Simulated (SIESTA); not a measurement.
This SIESTA 5.4.2 run on ZnO (zincite) needs a look.

File ZnO.fdf:

```
SystemName                      zincite
SystemLabel                     ZnO
NumberOfSpecies                 2
NumberOfAtoms                   4
%block ChemicalSpeciesLabel
  1  30 Zn
  2   8 O
%endblock ChemicalSpeciesLabel
%include structure.fdf

%block kgrid.MonkhorstPack
    9   0   0  0.0
    0   9   0  0.0
    0   0   5  0.0
%endblock kgrid.MonkhorstPack
XC.Functional                   GGA
XC.Authors                      PBE
PAO.BasisSize                   DZP
PAO.EnergyShift                 0.003 Ry
Mesh.Cutoff                     800 Ry
OccupationFunction              FD
ElectronicTemperature           0.05 eV
MaxSCFIterations                50
SCF.MustConverge                false
SCF.Mixer.Method                Linear
SCF.Mixer.Weight                0.9
SCF.Mixer.History               8
SCF.DM.Tolerance                5.0e-05
SCF.H.Tolerance                 1.0e-03 eV
WriteForces                     true
Charge.Mulliken                 end
%block PAO.Basis
  Zn 5
  n=3 0 2
    2.271 0.000
  n=4 0 2
    6.330 0.000
  n=3 1 2
    2.532 0.000
  n=4 1 1
    6.330
  n=3 2 2
    4.164 0.000
%endblock PAO.Basis
```

structure.fdf

```
LatticeConstant                 1.0 Ang
%block LatticeVectors
     3.2493080000     0.0000000000     0.0000000000
    -1.6246540000     2.8139832727     0.0000000000
     0.0000000000     0.0000000000     5.2057090000
%endblock LatticeVectors
AtomicCoordinatesFormat         Fractional
%block AtomicCoordinatesAndAtomicSpecies
     0.6666666667     0.3333333333     0.0000000000  1  Zn
     0.3333333333     0.6666666667     0.5000000000  1  Zn
     0.3333333333     0.6666666667     0.8790100000  2  O
     0.6666666667     0.3333333333     0.3790100000  2  O
%endblock AtomicCoordinatesAndAtomicSpecies
```

Potentials or basis: PseudoDojo 0.4 standard (PBE files), DZP (energy shift 0.003 Ry; two zetas on semicore shells).

Launch:

```console
$ siesta ZnO.fdf > ZnO.out 2>&1
```

ZnO.out:

```text
Version         : 5.4.2

                           ***********************
                           *  WELCOME TO SIESTA  *
                           ***********************

 NOTE: Siesta V5 introduces some new defaults for basis-set generation
 NOTE: which might lead to slightly different numerical results.
 NOTE: Please see the manual for full details and compatibility measures.

reinit: Reading from file ZnO.fdf

reinit: -----------------------------------------------------------------------
reinit: System Name: zincite
reinit: -----------------------------------------------------------------------
reinit: System Label: ZnO
reinit: -----------------------------------------------------------------------

initatom: Reading input for the pseudopotentials and atomic orbitals ----------
Species number:   1 Atomic number:   30 Label: Zn
Species number:   2 Atomic number:    8 Label: O

Ground state valence configuration (from tables):   4s02  4p00  3d10  4f00
Ground state valence configuration (from tables):   2s02  2p04  3d00  4f00

---- Processing specs for species: Zn
Reading pseudopotential information in PSML from:
  Zn.psml
PSML file version: 1.1
[... 708 lines left out ...]

mulliken: Atomic and Orbital Populations:

Species: Zn
Atom  Qatom  Qorb
               3s      3s      4s      4s      3py     3pz     3px     3py
               3pz     3px     4py     4pz     4px     3dxy    3dyz    3dz2
               3dxz    3dx2-y2 3dxy    3dyz    3dz2    3dxz    3dx2-y2
   1 26.616   1.609   0.896  -0.667   2.012   1.681   1.690   1.681   1.627
              1.641   1.626   0.985   0.880   0.985  -0.380  -0.346  -0.401

             -0.346  -0.380   2.374   2.340   2.394   2.340   2.374
   2 26.616   1.609   0.896  -0.667   2.012   1.681   1.690   1.681   1.627
              1.641   1.626   0.985   0.880   0.985  -0.380  -0.346  -0.401

             -0.346  -0.380   2.374   2.340   2.394   2.340   2.374

Species: O
Atom  Qatom  Qorb
               2s      2s      2py     2pz     2px     2py     2pz     2px
               3Pdxy   3Pdyz   3Pdz2   3Pdxz   3Pdx2-y2
   3 -0.616  -0.237   0.057  -0.191  -0.160  -0.191   0.057   0.044   0.057
             -0.010  -0.015  -0.001  -0.015  -0.010
   4 -0.616  -0.237   0.057  -0.191  -0.160  -0.191   0.057   0.044   0.057
             -0.010  -0.015  -0.001  -0.015  -0.010

mulliken: Qtot =       52.000

Mulliken Atomic Populations:
Atom #   charge [q] valence [e]  Species
     1    -6.616349   26.616349  Zn
     2    -6.616349   26.616349  Zn
     3     6.616349   -0.616349  O
     4     6.616349   -0.616349  O
 Total    -0.000000

Job completed
```

Among its messages:

```text
SCF_NOT_CONV: SCF did not converge  in maximum number of steps.
```

Problem. Diagnose the run.

Solution. No converged result was reached. The input holds a flaw that was put in on purpose: linear mixing with far too large a weight (SCF.Mixer.Method = Linear; SCF.Mixer.Weight = 0.9).
